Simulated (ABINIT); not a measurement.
Crystal: AlN.

```
CELL_PARAMETERS angstrom
0.00000 2.18399 2.18399
2.18399 0.00000 2.18399
2.18399 2.18399 0.00000
ATOMIC_POSITIONS crystal
Al 0.00000 0.00000 0.00000
N 0.25000 0.25000 0.25000
```

Measurements of this composition are mostly on another form, of space group No. 186.

Base run:

* Program: ABINIT 10.8.3 (patched build)
* Functional: AM05
* Potentials or basis: PseudoDojo NC SR PBEsol v0.4.1 standard
* Cutoff: 1143 eV
* k mesh: 10 × 10 × 10
* Occupations: fermi-dirac, width 0.05 eV
* Spin: no spin polarisation

Its results: band gap on the k mesh 3.18 eV, indirect (least direct gap 4.12 eV); pressure 1.0 GPa.

Q: The run is repeated on the same cell with these changes: functional from AM05 to WC. What comes out?

A: Band gap on the k mesh 3.22 eV, indirect (least direct gap 4.13 eV); pressure 1.5 GPa.

Caveats: the potentials were made for another functional, which shifts forces and pressure.
